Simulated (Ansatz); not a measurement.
## Moving the functional in Cs

The cell as given:

The structure is cubic, space group Im-3m (No. 229). The conventional cell has a = 6.257 Å, b = 6.257 Å, c = 6.257 Å, α = 90.00°, β = 90.00°, γ = 90.00°.

Kept alike: task relaxation of cell and atoms; k mesh 6 × 6 × 6; occupations fermi-dirac, width 0.05 eV; no spin polarisation. Program: Ansatz, all-electron LAPW, scalar-relativistic. The mesh is that of the run's cell of 1 atom. No spin-orbit coupling.

| functional | volume (Å³/atom) |
| --- | --- |
| BLYP | 122.477 |
| PBE | 117.239 |
| PBEsol | 109.302 |
| RPBE | 131.570 |
| revPBE | 129.462 |

Stopped at the starting cell, within the stress tolerance: BLYP. The relaxations keep at least the cell's symmetry (Im-3m). For a metal such a mesh leaves the last digits unconverged. Relaxations stop with a little pressure left, so the last digits of a volume or edge aren't settled. Runs of this series that gave no sound value for these columns are left out.

Problem. What does the functional change here?

Solution. The volume runs from 109.302 (PBEsol) to 131.570 Å³/atom (RPBE). From PBE: BLYP +5.238; PBEsol -7.937; RPBE +14.331; revPBE +12.223.
